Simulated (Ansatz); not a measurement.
A plane-wave DFT run in Ansatz 0.2.0 (scalar-relativistic PAW potentials unless the input names others): input and command.

```yaml
crystal:
  lattice:
    - [-5.575235333, -3.2188636203, 4.9190313857]
    - [5.575235333, -3.2188636203, 4.9190313857]
    - [0.0, 6.4377272406, 4.9190313857]
  atoms:
    - { symbol: In, position: [0.1397382814, 0.1390750907, 0.6485262729] }
    - { symbol: In, position: [0.1384335374, 0.6465972391, 0.1423015042] }
    - { symbol: In, position: [0.6459734894, 0.1403460958, 0.1410373585] }
    - { symbol: In, position: [0.8409502675, 0.8415614231, 0.8434531911] }
    - { symbol: In, position: [0.3566400664, 0.3558605394, 0.8595032897] }
    - { symbol: In, position: [0.3552229625, 0.8575608194, 0.3592048767] }
    - { symbol: In, position: [0.8568704647, 0.3572689127, 0.3578173414] }
    - { symbol: In, position: [0.3551207649, 0.3557616454, 0.357693947] }
    - { symbol: In, position: [0.8468726708, 0.8504089877, 0.3697880161] }
    - { symbol: In, position: [0.8497808429, 0.3678883358, 0.849434453] }
    - { symbol: In, position: [0.3672289883, 0.84750702, 0.8523768547] }
    - { symbol: In, position: [0.1386705346, 0.1393262562, 0.1412568163] }
    - { symbol: In, position: [0.6411656114, 0.6405784851, 0.1486426277] }
    - { symbol: In, position: [0.6399461354, 0.1466804393, 0.6437634323] }
    - { symbol: In, position: [0.1461009349, 0.6417701328, 0.6425027372] }
    - { symbol: O, position: [0.6001523478, 0.2516061131, 0.3966390735] }
    - { symbol: O, position: [0.0966080354, 0.7495319637, 0.3965632315] }
    - { symbol: O, position: [0.0984443351, 0.2534375437, 0.900148131] }
    - { symbol: O, position: [0.6001592705, 0.7559134261, 0.919952372] }
    - { symbol: O, position: [0.2509740566, 0.3946346911, 0.6027262127] }
    - { symbol: O, position: [0.7551974662, 0.9179607436, 0.6027160789] }
    - { symbol: O, position: [0.7488791095, 0.3946156971, 0.0991643158] }
    - { symbol: O, position: [0.2528023745, 0.898229821, 0.1010542519] }
    - { symbol: O, position: [0.3939841428, 0.6007944126, 0.2535691201] }
    - { symbol: O, position: [0.8975661317, 0.0990690778, 0.2553582864] }
    - { symbol: O, position: [0.9173316949, 0.6007948551, 0.7577272008] }
    - { symbol: O, position: [0.3939851427, 0.0972494652, 0.751502016] }
    - { symbol: O, position: [0.3770822938, 0.7589134992, 0.6022889979] }
    - { symbol: O, position: [0.9020719316, 0.2569178902, 0.6012063569] }
    - { symbol: O, position: [0.8981524562, 0.7558611729, 0.0994028646] }
    - { symbol: O, position: [0.3972678097, 0.245547112, 0.104496186] }
    - { symbol: O, position: [0.5996824295, 0.3777267696, 0.7608601999] }
    - { symbol: O, position: [0.0969171158, 0.8987878261, 0.7577706339] }
    - { symbol: O, position: [0.1018746677, 0.3978870053, 0.2475005502] }
    - { symbol: O, position: [0.5986102988, 0.9026919881, 0.2588711982] }
    - { symbol: O, position: [0.758343212, 0.6003546851, 0.379598735] }
    - { symbol: O, position: [0.2448937463, 0.1025215103, 0.3998410508] }
    - { symbol: O, position: [0.2562916376, 0.5992451944, 0.904665862] }
    - { symbol: O, position: [0.7551526037, 0.097574113, 0.9006753665] }
  host:
    lattice:
      - [2.7876176665, 1.6094318101, 4.9190313857]
      - [-2.7876176665, 1.6094318101, 4.9190313857]
      - [0.0, -3.2188636203, 4.9190313857]
    atoms:
      - { symbol: In, position: [0.6427970982, 0.6427970982, 0.6427970982] }
      - { symbol: In, position: [0.8572029018, 0.8572029018, 0.8572029018] }
      - { symbol: In, position: [0.3572029018, 0.3572029018, 0.3572029018] }
      - { symbol: In, position: [0.1427970982, 0.1427970982, 0.1427970982] }
      - { symbol: O, position: [0.0465672022, 0.75, 0.4534327978] }
      - { symbol: O, position: [0.75, 0.4534327978, 0.0465672022] }
      - { symbol: O, position: [0.4534327978, 0.0465672022, 0.75] }
      - { symbol: O, position: [0.9534327978, 0.25, 0.5465672022] }
      - { symbol: O, position: [0.5465672022, 0.9534327978, 0.25] }
      - { symbol: O, position: [0.25, 0.5465672022, 0.9534327978] }
total_charge: -2
basis:
  ecutwfc: 420
  xc_grid: 2
kpoints:
  mp_grid: { grid: [2, 2, 2], shift: [0.5, 0.5, 0.5] }
hamiltonian:
  xc: pbe
scf:
  occupations: { method: gaussian, width: 0.01 }
output:
  forces: true
  eigenvalues: true
relax:
  adjacent_minimum: "off"
  f_tol: 0.025
  max_steps: 45
```

```bash
ansatz run input.yaml --threads 4 --pin off --max-ram 10240MiB --backend cpu --events-out ev --progress --plain --runs-dir out
```

Abridged log:
```
Pseudopotentials: kind: paw
Pseudopotential: In, paw, valence charge 13, recommended cutoff 420 eV (normal)
Pseudopotential: O, paw, valence charge 6, recommended cutoff 420 eV (normal)
Functional definition: PBE
Crystal: 39 atoms, lattice volume = 529.659 Å³
Basis set: ecut = 420 eV, 10397 PW (Γ), exchange–correlation on 120×120×120 points (8 copies of the dense FFT grid, shifted against one another)
Bands: 210, of which v1, the nominal top of the filled ones, is band 171 counted from 1 (170 counted from 0)
Symmetry: 1 space group operations
Space group: P1 (ITA 1), of the structure as read, at distance tolerance 8.1e-5 Å
k-points: 4 of 8 (time reversal used)
Initial density: superposition of atomic densities (neutral atoms scaled as one to the charged cell's electrons: chi_scale 0, normalization atom), corrected by the library's trained network
Initial wavefunctions: pseudopotential atomic-orbital guess
Functional: x = pbe(κ = 0.804, μ = 0.21951497), c = pbe(β = 0.06672455)
SCF iter   1: F=—  HF=-97564.441432 eV  |F-HF|=—  |Δ(HF+E_count)|=         —  Δρ=1.35e-2  dr2=9.12e-1  ethr=1.77e-3  ⟨swp⟩=6.0  Hψ=3221  notcnv=0  defer=10
SCF iter   2: F=—  HF=-97564.169275 eV  |F-HF|=—  |Δ(HF+E_count)|=   2.72e-1  Δρ=9.40e-3  dr2=3.74e-1  ethr=2.67e-4  ⟨swp⟩=3.0  Hψ=1653  notcnv=0  defer=140
SCF iter   3: F=—  HF=-97564.059647 eV  |F-HF|=—  |Δ(HF+E_count)|=   1.10e-1  Δρ=3.44e-3  dr2=9.85e-2  ethr=1.10e-4  ⟨swp⟩=2.0  Hψ=1304  notcnv=0  defer=140
SCF iter   4: F=—  HF=-97564.056269 eV  |F-HF|=—  |Δ(HF+E_count)|=   3.38e-3  Δρ=2.92e-3  dr2=6.73e-2  ethr=2.89e-5  ⟨swp⟩=2.0  Hψ=716  notcnv=0  defer=140
SCF iter   5: F=—  HF=-97564.052878 eV  |F-HF|=—  |Δ(HF+E_count)|=   3.39e-3  Δρ=2.42e-3  dr2=4.45e-2  ethr=1.97e-5  ⟨swp⟩=2.8  Hψ=1223  notcnv=0  defer=140
SCF iter   6: F=—  HF=-97564.048463 eV  |F-HF|=—  |Δ(HF+E_count)|=   4.41e-3  Δρ=1.66e-3  dr2=2.08e-2  ethr=1.31e-5  ⟨swp⟩=2.0  Hψ=974  notcnv=0  defer=140
SCF iter   7: F=—  HF=-97564.047827 eV  |F-HF|=—  |Δ(HF+E_count)|=   6.36e-4  Δρ=1.39e-3  dr2=1.41e-2  ethr=6.09e-6  ⟨swp⟩=2.0  Hψ=716  notcnv=0  defer=140
SCF iter   8: F=—  HF=-97564.048154 eV  |F-HF|=—  |Δ(HF+E_count)|=   3.27e-4  Δρ=1.24e-3  dr2=1.15e-2  ethr=4.14e-6  ⟨swp⟩=1.0  Hψ=840  notcnv=0  defer=140
   ...
SCF iter  11: F=—  HF=-97564.050509 eV  |F-HF|=—  |Δ(HF+E_count)|=   1.17e-7  Δρ=1.11e-5  dr2=1.15e-6  ethr=5.48e-10  ⟨swp⟩=2.0  Hψ=1287  notcnv=0  defer=140
SCF iter  12: F=—  HF=-97564.050509 eV  |F-HF|=—  |Δ(HF+E_count)|=   4.07e-8  Δρ=9.80e-6  dr2=8.17e-7  ethr=3.38e-10  ⟨swp⟩=1.0  Hψ=700  notcnv=0  defer=140
SCF iter  13: F=—  HF=-97564.050509 eV  |F-HF|=—  |Δ(HF+E_count)|=   4.64e-8  Δρ=8.25e-6  dr2=5.63e-7  ethr=2.40e-10  ⟨swp⟩=1.0  Hψ=700  notcnv=0  defer=140
   ...
  atom  33  O     -0.00134866     0.00543075     0.00158242
  atom  34  O      0.00227536     0.00601098    -0.00240795
  atom  35  O     -0.00181200     0.00425288     0.00051376
  atom  36  O     -0.00211348     0.00322695     0.00968623
  atom  37  O     -0.00652078    -0.00092229    -0.00215334
  atom  38  O     -0.00270698    -0.00383239     0.00087051
  atom  39  O     -0.00350517    -0.00406690     0.00146431
--- Relaxed structure (3 steps of the walk, 3 accepted, 0 SCFs on fresh bases) ---
  F+E_penalty+E_count = -97564.05050846 eV   max|allowed force component| = 1.526e-2 eV/Å
  atoms:
    - { symbol: In, position: [0.13974857, 0.13935753, 0.64869192] }
    - { symbol: In, position: [0.13872139, 0.64676330, 0.14232689] }
    - { symbol: In, position: [0.64612149, 0.14039356, 0.14129795] }
    - { symbol: In, position: [0.84164321, 0.84229088, 0.84422333] }
    - { symbol: In, position: [0.35711520, 0.35622736, 0.85950083] }
    - { symbol: In, position: [0.35558983, 0.85756937, 0.35970181] }
    - { symbol: In, position: [0.85692969, 0.35775876, 0.35815924] }
    - { symbol: In, position: [0.35512215, 0.35576256, 0.35769793] }
    - { symbol: In, position: [0.84667975, 0.84963583, 0.36995029] }
    - { symbol: In, position: [0.84899393, 0.36800822, 0.84925567] }
    - { symbol: In, position: [0.36737644, 0.84731690, 0.85157311] }
    - { symbol: In, position: [0.13863322, 0.13926978, 0.14120274] }
    - { symbol: In, position: [0.64177705, 0.64044926, 0.14927060] }
    - { symbol: In, position: [0.63980100, 0.14732824, 0.64434623] }
    - { symbol: In, position: [0.14668433, 0.64241705, 0.64238755] }
    - { symbol: O, position: [0.60003354, 0.25105662, 0.39656795] }
    - { symbol: O, position: [0.09668513, 0.74966812, 0.39638867] }
    - { symbol: O, position: [0.09824639, 0.25366941, 0.90011170] }
    - { symbol: O, position: [0.60046571, 0.75507148, 0.91993973] }
    - { symbol: O, position: [0.25042080, 0.39463943, 0.60261208] }
    - { symbol: O, position: [0.75443346, 0.91800336, 0.60304035] }
    - { symbol: O, position: [0.74903585, 0.39445290, 0.09926496] }
    - { symbol: O, position: [0.25303604, 0.89817636, 0.10082297] }
    - { symbol: O, position: [0.39399800, 0.60067415, 0.25299573] }
    - { symbol: O, position: [0.89754185, 0.09888500, 0.25561457] }
    - { symbol: O, position: [0.91736495, 0.60110125, 0.75702156] }
    - { symbol: O, position: [0.39380715, 0.09731964, 0.75160338] }
    - { symbol: O, position: [0.37738133, 0.75846088, 0.60202979] }
    - { symbol: O, position: [0.90174548, 0.25649327, 0.60135972] }
    - { symbol: O, position: [0.89865401, 0.75581198, 0.09880677] }
    - { symbol: O, position: [0.39728895, 0.24542471, 0.10452350] }
    - { symbol: O, position: [0.59944712, 0.37801114, 0.76039668] }
    - { symbol: O, position: [0.09623163, 0.89928952, 0.75773369] }
    - { symbol: O, position: [0.10195531, 0.39792927, 0.24736540] }
    - { symbol: O, position: [0.59879107, 0.90239120, 0.25843791] }
    - { symbol: O, position: [0.75782722, 0.60008839, 0.37995845] }
    - { symbol: O, position: [0.24478839, 0.10259308, 0.39985979] }
    - { symbol: O, position: [0.25585482, 0.59942695, 0.90432641] }
    - { symbol: O, position: [0.75516824, 0.09687108, 0.90123297] }
```

Apart from outputs and empty bands, the input differs from a reference run on usual settings in magnetization: {"spin_polarized": true} → not typed. The reference, at the same start, ended its own course with largest force 0.009 eV/Å, gap on the mesh 0.01 eV. This run converged in 60 SCF iterations over all its steps (reference: 28) with an energy at zero smearing 2.18 meV/atom above the reference's, largest force 0.015 eV/Å, no gap on the mesh. Its lack of spin polarisation is looser than usual, and the result moved.

It took 89 s on 4 threads of Arm Neoverse V2, with other jobs on the host, peak memory 2.3 GiB.